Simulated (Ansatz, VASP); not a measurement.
## Two plane-wave programs on ZrB2

```
Zr B
1.0
     3.21272    0.00000    0.00000
    -1.60636    2.78230    0.00000
     0.00000    0.00000    3.58466
Zr B
1 2
Direct
  0.00000 0.00000 0.00000
  0.33333 0.66667 0.50000
  0.66667 0.33333 0.50000
```

Alike in both runs: functional PBEsol; k mesh 18 × 18 × 12; occupations gaussian, width 0.1 eV; no spin polarisation.

Ansatz relaxed the structure, and its values are those at the end. VASP's run is a single point on that final structure, the one shown.

|  | VASP | Ansatz |
| --- | --- | --- |
| version | VASP 6.6.1 | Ansatz 0.2.0 |
| potentials or method | VASP PAW PBE potentials, release 64 (Zr_sv, B) | scalar-relativistic, plane waves, PAW |
| plane-wave cutoff (eV) | 520 | 420 |
| valence electrons in the cell | 18 | 18 |

```csv
,VASP,Ansatz,Ansatz less VASP
gap on the k mesh at the Fermi level (eV),none,none,-
pressure (GPa),-12.7,-13.0,-0.27
```

A gap of «none» marks a metal or a gap that the smearing closes. With one functional, cell and mesh, what is left measures potentials, basis and numerics.

Caveats: the PAW data sets were made with another functional, which shifts forces and pressure a little (VASP).
